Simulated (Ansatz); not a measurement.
The system is TiCo.

```
CELL_PARAMETERS angstrom
2.98611 0.00000 0.00000
0.00000 2.98611 0.00000
0.00000 0.00000 2.98611
ATOMIC_POSITIONS crystal
Co 0.50000 0.50000 0.50000
Ti 0.00000 0.00000 0.00000
```

The cell comes from a database or a generator and needn't be the stable form of this composition.

A run of Ansatz 0.2.0 on this cell left the log below. Logs are shortened: lines on timing, memory, paths and dates and some standing lists are left out, and cuts for length are marked.

```text
Warning: RAYON_NUM_THREADS=2 ignored (pool sized by the plan → 2); use --threads N
scf.n_extra_bands = 6 over 15 filled bands (N_el = 29.0): the run solves 21 bands
Engine: ansatz 0.2.0, x86_64-unknown-linux-gnu
Pseudopotentials: kind: paw
Pseudopotential: Co, paw, valence charge 17, recommended cutoff 420 eV (normal), Co.paw.azcp
Pseudopotential: Ti, paw, valence charge 12, recommended cutoff 420 eV (normal), Ti.paw.azcp
Functional definition: revPBE
  parameter kappa = 1.245
  parameter beta = 0.06672455060314922
  exchange = pbe_x(kappa = kappa, mu = beta*pi^2/3)
  correlation = pbe_c(beta = beta)
Crystal: 2 atoms, lattice volume = 26.627 Å³
Basis set: ecut = 420 eV, 485 PW (Γ), exchange–correlation on 40×40×40 points (8 copies of the dense FFT grid, shifted against one another)
Bands: 21, of which v1, the nominal top of the filled ones, is band 15 counted from 1 (14 counted from 0)
Symmetry: 48 space group operations
Space group: Pm-3m (ITA 221), of the structure as read, at distance tolerance 3.0e-5 Å
Magnetic group: BNS 221.92 (UNI 1594), of the structure as read, at distance tolerance 3.0e-5 Å
k-points: 35 of 729
Non-local potential: Co, projectors of the file, l = 0: 3, l = 1: 2, l = 2: 3, l = 3: 1
Non-local potential: Ti, projectors of the file, l = 0: 3, l = 1: 2, l = 2: 3, l = 3: 1
PAW form: soft (Blöchl's): semilocal exchange-correlation on the pseudo side does not see the compensation charge
PAW frozen core: Co, regenerated for the run's functional, and the local potential with it (the file was generated under x = pbe(κ = 0.804, μ = 0.2195149727645171), c = pbe(β = 0.06672455060314922))
PAW frozen core: Ti, regenerated for the run's functional, and the local potential with it (the file was generated under x = pbe(κ = 0.804, μ = 0.2195149727645171), c = pbe(β = 0.06672455060314922))
PAW one-centre angular grid: Co, 590 points (default); XC on 64 Gauss nodes
PAW one-centre angular grid: Ti, 590 points (default); XC on 64 Gauss nodes
Initial density: superposition of atomic densities (chi_scale 0.1, normalization cell)
Starting moments: Σ|m| = 3 μB on 2 of 2 sites
Initial wavefunctions: pseudopotential atomic-orbital guess
Functional: x = revpbe(κ = 1.245, μ = 0.2195149727645171), c = pbe(β = 0.06672455060314922)
SCF iter   1: F=—  HF=-7633.402779 eV  |F-HF|=—  |Δ(HF+E_count)|=         —  Δρ=1.26e-1 (↑1.26e-1 ↓5.98e-2)  dr2=1.77e0  dr2_m=1.84e0  M=0.974 μB ∫|m|=1.167 μB  β_m=0.30  ethr=3.10e-3  ⟨swp⟩=3.9  Hψ=5486  notcnv=0
[... 12 lines left out ...]
SCF 1 converged in 11 iterations: F = -7633.205430 eV  dr2 = 2.92e-8
  greatest PAW one-centre occupation: 1.000 electrons in one spin orbital (limit 2), on the Co atom at site 0 (counted from 0), in its partial waves of l = 1
NSCF: frozen V_eff on 86 k-points
SCF converged after 11 iterations
Magnetization: 0.8366 μB (14.9183 up, 14.0817 down)
Absolute magnetization: 1.1016 μB (∫|ρ↑−ρ↓|, with the PAW one-centre terms)
Spin contamination: 0.0824 ħ² per cell (⟨S²⟩ above its minimum at these occupations)
Per-site moments (μB) at R_I (Å): [(0.9616737282765624, 1.0667447900422087), (-0.040842931559891854, 1.0667447900422087)]
Free energy (F): -7633.205430 eV
Harris-Foulkes:  -7633.205430 eV  (|F-HF|=2.52e-8)
Internal energy: -7633.189186 eV  (E = F + TS)
E sigma→0 (E₀):  -7633.197308 eV
Entropy (-TS):   -0.016244 eV (-8.122 meV/atom)
Fermi energy:    16.761510 eV
--- Per-component energies (eV) ---
  E_band       = -403.518730
  E_kinetic    = 729.155930
  E_local      = -3882.179816  (includes V_loc(G=0)·N_el)
  E_nonlocal   = 458.581471
  E_hartree    = 1639.570172
  E_xc         = -257.964602
  E_vxc        = -328.692564  (∫ρ·V_xc dr)
  E_paw        = -2569.232340  (= ΣΔE_a)
  E_vpaw       = -659.534153  (= ΣTr[D̂ρ^β])
  E_aug_tail   = 0.000189  (compensation charges beyond the density's cutoff)
  E_ewald      = -3751.049440
  E_core_change = -0.070749  (= ΣΔE_core)
  E_smearing   = -0.016244  (= −TS)
  E_closure    = 0.000000  (closes the sum)
  Σ components = -7633.205430   (vs F -7633.205430, Δ=0.00e0)
--- Forces (eV/Å), atoms counted from 1 ---
  atom   1  Co     0.00000000     0.00000000     0.00000000
  atom   2  Ti    -0.00000000    -0.00000000    -0.00000000
  max |Σ_I F_I| component: 2.59e-28 eV/Å
--- Stress (GPa, compression-positive) ---
        2.819499       0.000000       0.000000
        0.000000       2.819499      -0.000000
        0.000000      -0.000000       2.819499
  P = ⅓ Tr σ = 2.8195 GPa (28.195 kbar)
--- Band table (eV; the first three rows and the last of 70) ---
  k-point 0 ↑: bands = ["-79.1207", "-42.3297", "-42.3297", "-42.3297", "-40.4415", "-16.5016", "-16.5016", "-16.5016", "9.0285", "12.5368", "12.5368", "14.8519", "14.8519", "14.8519", "17.2381", "17.2381", "19.4347", "19.4347", "19.4347", "25.6133", "25.6133"]
  k-point 1 ↑: bands = ["-79.1206", "-42.3335", "-42.3295", "-42.3295", "-40.4365", "-16.5373", "-16.4991", "-16.4991", "9.2718", "12.6315", "12.6416", "14.8336", "14.8336", "14.8896", "17.1344", "17.2764", "19.1192", "19.1192", "19.3877", "24.5268", "26.1723"]
  k-point 2 ↑: bands = ["-79.1202", "-42.3432", "-42.3289", "-42.3289", "-40.4239", "-16.6268", "-16.4927", "-16.4927", "9.9692", "12.8960", "12.8977", "14.7922", "14.7922", "14.9891", "16.8451", "17.2878", "18.4534", "18.4534", "19.2649", "22.5992", "27.5729"]
  k-point 34 ↓: bands = ["-77.9751", "-41.2280", "-41.2279", "-41.2279", "-40.3789", "-16.7481", "-16.7480", "-16.7480", "14.2145", "14.3728", "14.3728", "14.6344", "14.6865", "14.6865", "16.8773", "16.8773", "19.7404", "19.7404", "23.5936", "24.2589", "24.8264"]
```

Q: Write the input and the command behind it.

A: Band structure with revPBE, collinear spin, ferromagnetic start. The files as run (others can give the same):

input.yaml
```yaml
crystal:
  lattice:
    - [2.98611099, 0.0, 0.0]
    - [0.0, 2.98611099, 0.0]
    - [0.0, 0.0, 2.98611099]
  atoms:
    - { symbol: Co, position: [0.5, 0.5, 0.5], spin: 2.0 }
    - { symbol: Ti, position: [0.0, 0.0, 0.0], spin: 1.0 }
hamiltonian:
  xc: revpbe
  pseudopotentials: { kind: paw }
magnetization:
  spin_polarized: true
kpoints:
  mp_grid: { grid: [9, 9, 9] }
  band_path:
    path:
      - [[0.0, 0.0, 0.0], [0.0, 0.5, 0.0], [0.5, 0.5, 0.0], [0.0, 0.0, 0.0], [0.5, 0.5, 0.5], [0.0, 0.5, 0.0]]
      - [[0.5, 0.5, 0.0], [0.5, 0.5, 0.5]]
    npoints: 14
scf:
  occupations: { method: fermi_dirac, width: 0.05 }
  n_extra_bands: 6
output:
  forces: true
  stress: true
  eigenvalues: true
  fatbands: false
```

Potentials or basis: Ansatz PAW.
The run is started by
```bash
$ ansatz run input.yaml --threads 2 --pin off --max-ram 5632MiB --backend cpu --events-out ev --progress --plain --runs-dir out
```

Caveat: the PAW data sets come from PBE, with cores solved anew for the run's functional, which leaves a small shift of forces and pressure.
